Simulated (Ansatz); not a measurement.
Runs of Ansatz 0.2.0 on PtSe2 (Sudovikovite). Symmetry: P-3m1, No. 164, trigonal system. Conventional cell: a = 3.724 Å, b = 3.724 Å, c = 5.062 Å, α = 90.00°, β = 90.00°, γ = 120.00°. Pt (site symmetry -3m) is surrounded by 6 Se at 2.49 Å. Se (site symmetry 3m) is surrounded by 3 Pt at 2.49 Å. 

```csv
potentials or basis,cutoff (eV),gap on the mesh (eV),pressure (GPa),largest force (eV/Å)
PseudoDojo stringent (PBE files),1415,none,7.2,0.58
Ansatz NC,1170,none,7.3,(a)
Ansatz PAW earlier set,580,none,7.3,0.59
PseudoDojo standard (PBE files),1170,none,7.2,0.59
JTH PAW,750,none,7.9,0.68
```

Alike in all rows: task single point; level PBE; no spin polarisation; cell as given; k mesh 8 × 8 × 5; smearing fermi-dirac 0.05 eV.

Estimate the missing entries.

(a) 0.60.

A k mesh can miss the band edges, and the runs leave out spin-orbit coupling on Pt, Se.

A gap of «none» marks a metal or a gap under the smearing width.

The runs don't all hold the same shells in valence.
